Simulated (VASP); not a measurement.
A run of VASP 6.6.1 is set up as follows.

The input INCAR:

```
SYSTEM = Si12H6C
PREC = Accurate ; ENCUT = 520
EDIFF = 1E-6 ; ISMEAR = 0
SIGMA = 0.05 ; LREAL = Auto
LASPH = .True. ; NELM = 100
ALGO = Fast ; ISIF = 2
LWAVE = .False. ; LCHARG = .False.
LDIPOL = .True. ; IDIPOL = 3
DIPOL = 0.5 0.5 0.513 ; GGA = PE
NBANDS = 83
```

File KPOINTS:

```
regular mesh
0
Gamma
  3 3 1
  0 0 0
```

File POSCAR:

```
Si12H6C
1.0
    7.6805938572      0.0000000000      0.0000000000
    0.0000000000      7.6805938572      0.0000000000
    0.0000000000      0.0000000000     22.8087500000
Si H C
24 12 2
Direct
    0.0989506820      0.0000000000      0.6711788239
    0.0989506820      0.5000000000      0.6404888475
    0.4010493180      0.0000000000      0.6404888475
    0.4010493180      0.5000000000      0.6711788239
    0.0000000000      0.2500000000      0.6072669480
    0.0000000000      0.7500000000      0.6072669480
    0.5000000000      0.2500000000      0.6072669480
    0.5000000000      0.7500000000      0.6072669480
    0.2500000000      0.2500000000      0.5477393544
    0.2500000000      0.7500000000      0.5477393544
    0.7500000000      0.2500000000      0.5477393544
    0.7500000000      0.7500000000      0.5477393544
    0.2500000000      0.0000000000      0.4882117608
    0.2500000000      0.5000000000      0.4882117608
    0.7500000000      0.0000000000      0.4882117608
    0.7500000000      0.5000000000      0.4882117608
    0.0000000000      0.0000000000      0.4286841673
    0.0000000000      0.5000000000      0.4286841673
    0.5000000000      0.0000000000      0.4286841673
    0.5000000000      0.5000000000      0.4286841673
    0.0000000000      0.2500000000      0.3691565737
    0.0000000000      0.7500000000      0.3691565737
    0.5000000000      0.2500000000      0.3691565737
    0.5000000000      0.7500000000      0.3691565737
   -0.1510299882      0.2500000000      0.3288211761
    0.1510299882      0.2500000000      0.3288211761
   -0.1510299882      0.7500000000      0.3288211761
    0.1510299882      0.7500000000      0.3288211761
    0.3489700118      0.2500000000      0.3288211761
    0.6510299882      0.2500000000      0.3288211761
    0.3489700118      0.7500000000      0.3288211761
    0.6510299882      0.7500000000      0.3288211761
    0.2643411390      0.1197824045      0.7654408944
    0.2643411390     -0.1197824045      0.7654408944
    0.5703070635      0.1197824045      0.7303666356
    0.5703070635     -0.1197824045      0.7303666356
    0.3333462199      0.0000000000      0.7544801885
    0.4947920694      0.0000000000      0.7325587768
```

Potentials or basis: VASP PAW PBE potentials, release 64 (Si, H, C).

The run is started by

```bash
$ cat potpaw_PBE.64/Si/POTCAR potpaw_PBE.64/H/POTCAR potpaw_PBE.64/C/POTCAR > POTCAR
$ mpirun -np 1 vasp_std > vasp.out
```

Predict the band gap on the k mesh.

0.40 eV, indirect (least direct gap 0.65 eV).

Predict the largest force.

2.925 eV/Å.

Forces in eV/Å, atoms in the order of the input:
```
Si  -0.501  0.000 -1.044
Si   1.539  0.000  0.515
Si  -0.722  0.000  1.581
Si   0.255  0.000 -0.421
Si  -0.098 -1.693  0.288
Si  -0.098  1.693  0.288
Si  -0.247  2.004 -0.200
Si  -0.247 -2.004 -0.200
Si   0.160  0.140 -0.551
Si   0.160 -0.140 -0.551
Si  -0.034  0.030  0.235
Si  -0.034 -0.030  0.235
Si  -0.308  0.000 -0.210
Si   0.078  0.000 -0.099
Si   0.006  0.000 -0.003
Si   0.008  0.000 -0.024
Si   0.113  0.000 -0.215
Si   0.085  0.000 -0.168
Si  -0.077  0.000 -0.165
Si  -0.089  0.000 -0.184
Si  -0.112 -0.021  0.062
Si  -0.112  0.021  0.062
Si   0.077  0.020  0.066
Si   0.077 -0.020  0.066
H    0.119  0.017 -0.022
H   -0.107  0.000  0.015
H    0.119 -0.017 -0.022
H   -0.107  0.000  0.015
H    0.108 -0.003  0.014
H   -0.111 -0.015 -0.011
H    0.108  0.003  0.014
H   -0.111  0.015 -0.011
H    0.133  0.033  0.239
H    0.133 -0.033  0.239
H    0.038  0.122  0.171
H    0.038 -0.122  0.171
C   -2.713  0.000  1.092
C    2.478  0.000 -1.264
```
